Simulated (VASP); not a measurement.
InSb2As3: density of states with PBE

InSb2As3:

```
CELL_PARAMETERS angstrom
-2.05421 2.05421 8.73798
2.05421 -2.05421 8.73798
2.05421 2.05421 -8.73798
ATOMIC_POSITIONS crystal
In 0.00000 0.00000 0.00000
Sb 0.66702 0.66702 0.00000
Sb 0.33298 0.33298 0.00000
As 0.16765 0.16765 0.00000
As 0.83235 0.83235 0.00000
As 0.50000 0.50000 0.00000
```

The cell was built by a generator and needn't be a form met in nature.

| Quantity | Value |
| --- | --- |
| Program | VASP 6.6.1 |
| Task | density of states |
| Functional | PBE |
| Potentials or basis | VASP PAW PBE potentials, release 64 (In_d, Sb, As) |
| Cutoff | 520 eV |
| k mesh | 10 × 10 × 10 |
| Occupations | gaussian, width 0.1 eV |
| Spin | no spin polarisation |
| k mesh for the DOS | 15 × 15 × 15 |
| Occupations for the DOS | tetrahedron |
| Further INCAR settings | ALGO = Normal; EDIFF = 1e-06; NBANDS = 28 |

The valence electrons inside the program's atomic spheres are In 11.29; Sb 2.33; As 2.70.

Levels at points of the mesh, in eV from the Fermi level:
```tsv
k point	band 17	band 18	band 19	band 20	band 21	band 22
(0.00, 0.00, 0.00)	-1.82	-1.09	-0.92	-0.92	2.85	3.59
```

States per cell in windows of 1 eV (zero at the Fermi level; states under -8 eV left out):
| from (eV) | total | As4_p | As5_p | Sb2_p | Sb3_p | As6_p | In1_p |
| --- | --- | --- | --- | --- | --- | --- | --- |
| -8.0 | 0.67 | 0.01 | 0.01 | 0.00 | 0.00 | 0.01 | 0.00 |
| -7.0 | 0.30 | 0.00 | 0.00 | 0.00 | 0.00 | 0.01 | 0.00 |
| -6.0 | 2.01 | 0.09 | 0.09 | 0.07 | 0.07 | 0.12 | 0.02 |
| -5.0 | 2.33 | 0.16 | 0.16 | 0.14 | 0.14 | 0.09 | 0.03 |
| -4.0 | 3.22 | 0.23 | 0.23 | 0.23 | 0.23 | 0.19 | 0.06 |
| -3.0 | 3.67 | 0.29 | 0.29 | 0.23 | 0.23 | 0.26 | 0.12 |
| -2.0 | 3.58 | 0.30 | 0.30 | 0.18 | 0.18 | 0.34 | 0.14 |
| -1.0 | 3.14 | 0.26 | 0.26 | 0.14 | 0.14 | 0.36 | 0.10 |
| 0.0 | 2.46 | 0.14 | 0.14 | 0.20 | 0.20 | 0.17 | 0.08 |
| 1.0 | 2.56 | 0.16 | 0.16 | 0.23 | 0.23 | 0.13 | 0.10 |
| 2.0 | 2.77 | 0.18 | 0.18 | 0.22 | 0.22 | 0.14 | 0.13 |
| 3.0 | 3.85 | 0.23 | 0.23 | 0.24 | 0.24 | 0.16 | 0.26 |
| 4.0 | 4.21 | 0.28 | 0.28 | 0.27 | 0.27 | 0.23 | 0.19 |
| 5.0 | 1.98 | 0.16 | 0.16 | 0.13 | 0.13 | 0.09 | 0.08 |
| 6.0 | 0.26 | 0.03 | 0.03 | 0.03 | 0.03 | 0.01 | 0.01 |
| 7.0 | 0.00 | 0.00 | 0.00 | 0.00 | 0.00 | 0.00 | 0.00 |

Run time: 8.4 min on 4 MPI ranks on Intel(R) Xeon(R) 6975P-C (Granite Rapids), with other jobs on the host, peak memory 1.5 GiB a rank.

 The run has no spin-orbit coupling, so splittings on Sb are missing.
